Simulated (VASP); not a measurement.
# Ag (Im-3m) in VASP: a series of runs

The runs below take Ag through single point, with r2SCAN.

All numbers are computed with VASP 6.6.1; they aren't measurements. Logs are shortened: lines on timing, memory, paths and dates and some standing lists are left out, and cuts for length are marked.

**1. The crystal as given**

It takes space group Im-3m (No. 229, cubic). The conventional cell has a = 3.311 Å, b = 3.311 Å, c = 3.311 Å, α = 90.00°, β = 90.00°, γ = 90.00°. Around Ag (site symmetry m-3m) lie 8 Ag at 2.87 Å.

This isn't the form of Ag at room conditions, which is fcc.

**2. Single point, r2SCAN**

The input, INCAR:

```
SYSTEM = Ag
PREC     = Accurate       ! precision mode
ENCUT    = 550            ! plane-wave cutoff, eV
EDIFF    = 1E-6           ! SCF threshold, eV
ISMEAR   = 1              ! smearing method
SIGMA    = 0.1            ! smearing width, eV
LREAL    = .False.        ! projectors in reciprocal space
LASPH    = .True.         ! aspherical terms in the spheres
NELM     = 100            ! most SCF steps
ALGO     = Normal         ! electronic algorithm
ISIF     = 2              ! what is computed and relaxed
LWAVE    = .False.        ! write WAVECAR
LCHARG   = .False.        ! write CHGCAR
METAGGA  = R2SCAN         ! meta-GGA
LMIXTAU  = .True.       
ADDGRID  = .False.
```

The input, KPOINTS:

```
regular mesh
0
Gamma
  10 10 10
  0 0 0
```

The input, POSCAR:

```
Ag
1.0
   -1.6556540000      1.6556540000      1.6556540000
    1.6556540000     -1.6556540000      1.6556540000
    1.6556540000      1.6556540000     -1.6556540000
Ag
1
Direct
    0.0000000000      0.0000000000      0.0000000000
```

Potentials or basis: VASP PAW PBE potentials, release 64 (Ag).

On the command line:

```
cat potpaw_PBE.64/Ag/POTCAR > POTCAR
mpirun -np 1 vasp_std > vasp.out
```

OUTCAR:

```text
SYSTEM = Ag
   PREC = Accurate
   ENCUT = 550
   EDIFF = 1E-6
   ISMEAR = 1
   LREAL = .False.
   LASPH = .True.
   NELM = 100
   ISIF = 2
   METAGGA = R2SCAN

 Found     47 irreducible k-points:

 Following reciprocal coordinates:
            Coordinates               Weight
  0.000000  0.000000  0.000000      1.000000
  0.100000  0.000000  0.000000     12.000000
  0.200000  0.000000  0.000000     12.000000
  0.300000  0.000000  0.000000     12.000000
  0.400000  0.000000  0.000000     12.000000
  0.500000  0.000000  0.000000      6.000000
   k-points           NKPTS =     47   k-points in BZ     NKDIM =     47   number of bands    NBANDS=      9
   number of dos      NEDOS =    301   number of ions     NIONS =      1
   total plane-waves  NPLWV =  13824
   dimension x,y,z NGX =    24 NGY =   24 NGZ =   24
   dimension x,y,z NGXF=    48 NGYF=   48 NGZF=   48
   ions per type =               1
   NGX,Y,Z   is equivalent  to a cutoff of  13.91, 13.91, 13.91 a.u.
   NGXF,Y,Z  is equivalent  to a cutoff of  27.83, 27.83, 27.83 a.u.
 SYSTEM =  Ag
   PREC   = accura    normal or accurate (medium, high low for compatibility)
   ISTART =      0    job   : 0-new  1-cont  2-samecut
   ICHARG =      2    charge: 1-file 2-atom 10-const
   ISPIN  =      1    spin polarized calculation?
   LNONCOLLINEAR =      F non collinear calculations
   LSORBIT =      F    spin-orbit coupling
   LASPH  =      T    aspherical Exc in radial PAW
   ENCUT  =  550.0 eV  40.42 Ry    6.36 a.u.   5.48  5.48  5.48*2*pi/ulx,y,z
   NELM   =    100;   NELMIN=  2; NELMDL= -5     # of ELM steps
   EDIFF  = 0.1E-05   stopping-criterion for ELM
   LREAL  =      F    real-space projection
   EDIFFG = 0.1E-04   stopping-criterion for IOM
   NSW    =      0    number of steps for IOM
   IBRION =     -1    ionic relax: 0-MD 1-quasi-New 2-CG
   NFREE  =      0    steps in history (QN), initial steepest desc. (CG)
   ISIF   =      2    stress and relaxation
   ISYM   =      2    0-nonsym 1-usesym 2-fastsym
   POTIM  = 0.5000    time-step for ionic-motion
   TEBEG  =    0.0;   TEEND  =   0.0 temperature during run
   PSTRESS=    0.0 pullay stress
   NELECT =      11.0000    total number of electrons
   NUPDOWN=      -1.0000    fix difference up-down
   EMIN   =  10.00;   EMAX   =-10.00  energy-range for DOS
   EFERMI =   0.00;   METHOD = LEGACY
   ISMEAR =     1;   SIGMA  =   0.10  broadening in eV -4-tet -1-fermi 0-gaus
   EFERMI_NEDOS =   21; number of points for ismear=-14 and -15
   IALGO  =     38    algorithm
   IMIX   =      4    mixing-type and parameters
     AMIX     =   0.40;   BMIX     =  1.00
     AMIX_MAG =   1.60;   BMIX_MAG =  1.00
  volume/ion in A,a.u.               =      18.15       122.51
  Fermi-wavevector in a.u.,A,eV,Ry     =   1.385318  2.617871 26.111022  1.919106
  Thomas-Fermi vector in A             =   2.509739
   LORBIT       =      0    0 simple, 1 ext, 2 COOP (PROOUT), +10 PAW based schemes
   METAGGA = R2SCAN    functional components
   LHFCALC =     F    Hartree Fock is set to
   AEXX    =    0.0000 exact exchange contribution
   IVDW    =     0    specifies the selected vdW correction
   LEPSILON=     F    determine dielectric tensor
   LRPA    =     F    only Hartree local field effects (RPA)
 non-spin polarized calculation
 Methfessel and Paxton  Order N= 1 SIGMA  =   0.10
  energy-cutoff  :      550.00
  volume of cell :       18.15
 maximum number of plane-waves:       555
 NGX is ok and might be reduce to    24
   NGX = 11   NGY = 11   NGZ = 11

 number of electron      11.0000001 magnetization

 Free energy of the ion-electron system (eV)
  ---------------------------------------------------
  ext. energy  EPLUGINS =         0.00000000
  ---------------------------------------------------
  free energy    TOTEN  =       -21.28627001 eV

  energy without entropy =      -21.28550789  energy(sigma->0) =      -21.28601597

 E-fermi :   7.7569     XC(G=0): -12.5312

 val. band max:        7.6317732170   @ k =  -0.3000   0.4000   0.2000
 cond. band min:       7.7639221677   @ k =   0.5000   0.0000   0.0000
 fundamental gap:      0.1321489507
 Fermi energy:         7.7568650013

 k-point     1 :       0.0000    0.0000    0.0000
  band No.  band energies     occupation
      1       0.1186      2.00000
      2       2.5694      2.00000
      3       2.5694      2.00000
      4       2.5694      2.00000
      5       3.7917      2.00000
      6       3.7917      2.00000
      7      26.0629      0.00000
      8      26.0629      0.00000
      9      26.0629      0.00000

 k-point     2 :       0.1000    0.0000    0.0000
  band No.  band energies     occupation
      1       0.4373      2.00000
      2       2.4970      2.00000
      3       2.5859      2.00000
      4       2.7439      2.00000
      5       3.7185      2.00000
      6       3.7970      2.00000
      7      24.9875      0.00000
      8      25.8360      0.00000
      9      26.2294      0.00000

 k-point     3 :       0.2000    0.0000    0.0000
  band No.  band energies     occupation
      1       1.1961      2.00000
      2       2.3120      2.00000
      3       2.7616      2.00000
      4       3.2256      2.00000
      5       3.6146      2.00000
      6       3.8153      2.00000
      7      21.6113      0.00000
      8      24.4807      0.00000
      9      26.6308      0.00000

 k-point     4 :       0.3000    0.0000    0.0000
  band No.  band energies     occupation
      1       1.4925      2.00000
      2       2.0918      2.00000
      3       3.6263      2.00000
      4       3.8471      2.00000
      5       3.8816      2.00000
      6       3.9276      2.00000
      7      17.5325      0.00000
      8      22.8086      0.00000
      9      24.5150      0.00000

 k-point     5 :       0.4000    0.0000    0.0000
  band No.  band energies     occupation
      1       1.3373      2.00000
      2       1.9200      2.00000
      3       3.7025      2.00000
      4       3.8806      2.00000
      5       4.4758      2.00000
      6       6.0760      2.00000
      7      13.7475      0.00000
      8      21.6569      0.00000
      9      22.7548      0.00000

 k-point     6 :       0.5000    0.0000    0.0000
  band No.  band energies     occupation
      1       1.2481      2.00000
      2       1.8558      2.00000
      3       3.7410      2.00000
      4       3.8953      2.00000
      5       4.7218      2.00000
      6       7.7639      0.88088
      7      11.5219      0.00000
      8      21.2541      0.00000
      9      22.1117      0.00000

 [... further k-points ...]

------------------------ aborting loop because EDIFF is reached ----------------------------------------

  FORCE on cell =-STRESS in cart. coord.  units (eV):
  Direction    XX          YY          ZZ          XY          YZ          ZX
  --------------------------------------------------------------------------------------
  -------------------------------------------------------------------------------------
  Total       -0.3609604     -0.3609604     -0.3609604     -0.0000000      0.0000000     -0.0000000
  in kB      -31.8567414    -31.8567414    -31.8567414     -0.0000000      0.0000000     -0.0000000
  external PRESSURE =     -31.8567414 kB  Pullay stress =       0.0000000 kB

 VOLUME and BASIS-vectors are now :
 -----------------------------------------------------------------------------
  energy-cutoff  :      550.00
  volume of cell :       18.15
      direct lattice vectors                 reciprocal lattice vectors
    -1.655654000  1.655654000  1.655654000     0.000000000  0.301995465  0.301995465
     1.655654000 -1.655654000  1.655654000     0.301995465  0.000000000  0.301995465
     1.655654000  1.655654000 -1.655654000     0.301995465  0.301995465  0.000000000

 POSITION                                       TOTAL-FORCE (eV/Angst)
 -----------------------------------------------------------------------------------
      0.00000      0.00000      0.00000         0.000000     -0.000000     -0.000000
 -----------------------------------------------------------------------------------
    total drift:                                0.000000      0.000000     -0.000000

  FREE ENERGIE OF THE ION-ELECTRON SYSTEM (eV)
  ---------------------------------------------------
  free  energy   TOTEN  =       -21.2862700128 eV

  energy  without entropy=      -21.2855078948  energy(sigma->0) =      -21.28601597
```

It took 13 s on 1 thread of Intel Xeon 6975P-C (Granite Rapids), shared host; peak memory 0.14 GiB.

These settings aren't checked as converged: the numbers below hold their error.

Results:

* Free energy: -21.2863 eV
* Pressure: -3.2 GPa
* Band gap on the k mesh: none (metal or under the smearing width)

Caveat: the PAW data sets were made with another functional, which shifts forces and pressure a little.

**3. Single point, r2SCAN**

INCAR: that of step 2 with these lines changed.

```diff
@@ -2,3 +2,3 @@
 PREC     = Accurate       ! precision mode
-ENCUT    = 550            ! plane-wave cutoff, eV
+ENCUT    = 250            ! plane-wave cutoff, eV
 EDIFF    = 1E-6           ! SCF threshold, eV
```

The input, KPOINTS:

```
regular mesh
0
Gamma
  15 15 15
  0 0 0
```

POSCAR is that of step 2.

Potentials or basis: VASP PAW PBE potentials, release 64 (Ag).

On the command line:

```
cat potpaw_PBE.64/Ag/POTCAR > POTCAR
mpirun -np 1 vasp_std > vasp.out
```

Run time: 12 s. Hardware: 1 thread of Intel Xeon 6975P-C (Granite Rapids), shared host; peak memory 0.11 GiB.

These settings aren't checked as converged: the numbers below hold their error.

Results:

* Free energy: -21.3225 eV
* Band gap on the k mesh: none (metal or under the smearing width)

Caveat: the cutoff is under 1.25 times the usual one of these potentials, so pressure, stress and relaxed cells hold a basis-set (Pulay) error; the PAW data sets were made with another functional, which shifts forces and pressure a little.

**4. Single point, r2SCAN**

INCAR: that of step 3 with these lines changed.

```diff
@@ -2,3 +2,3 @@
 PREC     = Accurate       ! precision mode
-ENCUT    = 250            ! plane-wave cutoff, eV
+ENCUT    = 400            ! plane-wave cutoff, eV
 EDIFF    = 1E-6           ! SCF threshold, eV
```

The input, KPOINTS:

```
regular mesh
0
Gamma
  12 12 12
  0 0 0
```

POSCAR is that of step 3.

On the command line:

```
cat potpaw_PBE.64/Ag/POTCAR > POTCAR
mpirun -np 1 vasp_std > vasp.out
```

Wall time 17 s (1 thread of Intel Xeon 6975P-C (Granite Rapids), shared host); peak memory 0.13 GiB.

These settings aren't checked as converged: the numbers below hold their error.

Results:

| Property | Result |
| --- | --- |
| Free energy | -21.3022 eV |
| Pressure | -3.4 GPa |
| Band gap on the k mesh | none (metal or under the smearing width) |

Caveat: the PAW data sets were made with another functional, which shifts forces and pressure a little.

**5. The reference run**

An earlier run on the cell as given: functional PBE; potentials or basis VASP PAW PBE potentials, release 64 (Ag); cutoff 520 eV; k mesh 11 × 11 × 11; occupations fermi-dirac, width 0.05 eV; no spin polarisation.

* Pressure: -0.9 GPa
* Band gap on the k mesh: none (metal or under the smearing width)
